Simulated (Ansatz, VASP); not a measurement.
As in VASP and in Ansatz

```xyz
1
Lattice="0.0000 1.7591 1.7591 1.7591 0.0000 1.7591 1.7591 1.7591 0.0000" Properties=species:S:1:pos:R:3 pbc="T T T"
As    0.0000    0.0000    0.0000
```

Change from the starting cell: volume scaled by 0.6, PAW files.

Alike in both runs: task single point; functional LDA; k mesh 17 × 17 × 17; occupations fermi-dirac, width 0.1 eV; no spin polarisation.

```csv
,VASP,Ansatz
version,VASP 6.6.1,Ansatz 0.2.0
potentials or method,"VASP PAW LDA potentials, release 64 (As)","PAW with Ansatz's default frozen-core files, scalar-relativistic"
plane-wave cutoff (eV),520,420
valence electrons in the cell,5,15
```

VASP gave:

```
pressure (GPa) : 147.0
```

**Question.** Which values does Ansatz return?

**Answer.** Pressure (GPa): 141.7.

The two sets of potentials don't hold the same shells in valence.

Caveats: the cell as given lies far from equilibrium; so large a pressure means that the cell lies far from this level's equilibrium, or that cutoff or potentials fall short (VASP).
